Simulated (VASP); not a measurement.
The system is AgBr.

```
CELL_PARAMETERS angstrom
0.00000 2.83633 2.83633
2.83633 0.00000 2.83633
2.83633 2.83633 0.00000
ATOMIC_POSITIONS crystal
Ag 0.00000 0.00000 0.00000
Br 0.50000 0.50000 0.50000
```

Base run:

- Program: VASP 6.6.1
- Functional: PBE-EpsX
- Potentials or basis: VASP PAW PBE potentials, release 64 (Ag, Br)
- Cutoff: 520 eV
- k mesh: 6 × 6 × 6
- Occupations: gaussian, width 0.03 eV
- Spin: no spin polarisation

Its results: band gap on the k mesh 1.92 eV, indirect (least direct gap 3.94 eV); pressure 3.9 GPa.

Problem. After a change of settings the same cell gave: band gap on the k mesh 2.01 eV, indirect (least direct gap 4.00 eV); pressure 3.8 GPa. Which change was it?
A. functional from PBE-EpsX to HSE06
B. functional from PBE-EpsX to PBE; further incar settings from ALGO = Normal; EDIFF = 1e-06 to ALGO = Fast; EDIFF = 1e-06
C. functional from PBE-EpsX to PBE0

Solution. A.

Caveats: the PAW data sets were made with another functional, which shifts forces and pressure a little.
